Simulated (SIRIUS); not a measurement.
**Eu under changes of volume**

One of the cells (48.859 Å³/atom); the others are scaled copies at fixed shape and fractional positions:

```
Eu
1.0
    -2.30300    2.30300    2.30300
     2.30300   -2.30300    2.30300
     2.30300    2.30300   -2.30300
Eu
1
Direct
  0.00000 0.00000 0.00000
```

| Quantity | Value |
| --- | --- |
| Program | SIRIUS 7.12.0 |
| Functional | LDA |
| Potentials or basis | all-electron FP-LAPW |
| Cutoff | 168 eV |
| Basis | apw+lo standard |
| k mesh | 8 × 8 × 8 |
| Occupations | fermi-dirac, width 0.05 eV |
| Spin | collinear spin, ferromagnetic start |
| Starting moments | [7.0] μB |

```tsv
volume (Å³/atom)	energy over the lowest point (meV/atom)	moment (μB per cell)
45.927	0.00	7.29
46.904	21.08	7.30
47.882	?	?
48.859	65.72	7.33
49.836	88.31	7.35
50.813	111.35	7.36
51.790	134.96	7.36
```

Task: What does the run at 47.882 Å³/atom give?

Result: Energy over the lowest point 43.29 meV/atom; moment 7.32 μB per cell.

Worked out: A Birch-Murnaghan fit of order 3 (a polynomial in V^(-2/3)) to the other rows has no minimum within the range. It gives 43.13 meV/atom at 47.882 Å³/atom, against the run's 43.29. A parabola through the other rows of the moment, of slope 0.0151 μB per Å³/atom there, gives 7.32 μB, against the run's 7.32.

Energies are extrapolated to zero smearing.
